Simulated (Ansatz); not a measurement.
# From band curvature to drive current

Plane-wave DFT in Ansatz, PBE, scalar-relativistic PAW potentials, cutoff 420 eV, no spin-orbit coupling; no spin polarisation. Relaxed crystals whose conduction band edge is a single valley at Γ; masses by central differences along the Cartesian axes of the standard setting.

| crystal | gap (eV) | gap kind | m_x | m_y | m_z (mₑ) |
| --- | --- | --- | --- | --- | --- |
| TiO₂ (P4_2/mnm) | 1.86 | direct | 1.16 | 1.16 | 0.577 |
| ZnSe (F-43m) | 1.15 | direct | 0.0906 | 0.0906 | 0.0906 |
| CdS (P6_3mc) | 1.11 | direct | 0.128 | 0.128 | 0.119 |
| SnO₂ (P4_2/mnm) | 0.68 | direct | 0.17 | 0.17 | 0.157 |
| Si₃N₄ (P6_3/m) | 4.25 | indirect | 1.46 | 1.46 | 0.218 |

Question: Take a film 3 nm thick, normal along z, current along x, at 300 K. Work out the injection velocity, the density-of-states capacitance and the confinement shift.

Answer: For a non-degenerate gas v_T = √(2k_BT/πm_x) = 5.38×10⁶ cm/s ÷ √(m_x/mₑ); one valley with both spins has C_Q = e²√(m_x m_y)/πħ² = 66.9 μF/cm² × √(m_x m_y)/mₑ; hard walls lift the first subband by ħ²π²/(2m_z t²) = 376 meV nm² ÷ (t² m_z/mₑ).
| crystal | v_T (10⁷ cm/s) | C_Q (μF/cm²) | shift (meV) |
| --- | --- | --- | --- |
| TiO₂ (P4_2/mnm) | 0.50 | 77.6 | 72 |
| ZnSe (F-43m) | 1.79 | 6.1 | 461 |
| CdS (P6_3mc) | 1.50 | 8.6 | 351 |
| SnO₂ (P4_2/mnm) | 1.30 | 11.4 | 266 |
| Si₃N₄ (P6_3/m) | 0.45 | 97.7 | 192 |

Question: With a gate oxide of 1 nm equivalent thickness (3.45 μF/cm²), which gives the most current per gate overdrive in the ballistic limit?

Answer: The gate capacitance is the series value C_G = 1/(1/C_ox + 1/C_Q), and the current goes as C_G v_T: ZnSe (F-43m) 1.00, CdS (P6_3mc) 0.94, SnO₂ (P4_2/mnm) 0.88, TiO₂ (P4_2/mnm) 0.42, Si₃N₄ (P6_3/m) 0.38 (relative). For an isotropic mass C_G v_T peaks where C_Q = C_ox, at about 0.05 mₑ. This measure doesn't part those within 10 % of the top value: ZnSe (F-43m), CdS (P6_3mc). C_Q is the degenerate value and v_T the non-degenerate one; at high drain bias only forward-going states fill, which halves C_Q, while degeneracy raises the velocity, so values within about 10 % of each other aren't ranked. Scattering and the charge centroid are left out, and so are side valleys, which confinement lifts less and can make the lowest. Members with gaps over 3 eV here are hard to dope and contact. In oxides whose conduction band is of d states, electrons tend to self-trap as polarons, and the band mass says little. Where the shift is over a third of the gap (ZnSe (F-43m), SnO₂ (P4_2/mnm)) the band isn't parabolic that far up, so the true shift is smaller and the mass larger. Semilocal functionals give gaps too small and so, as a rule, masses too light.

Cost: about 9 core-minutes for the runs cited, on Arm Neoverse V2, Arm Neoverse V1, Intel Xeon Processor @ 2.50GHz (Skylake/Cascade Lake) (shared hosts).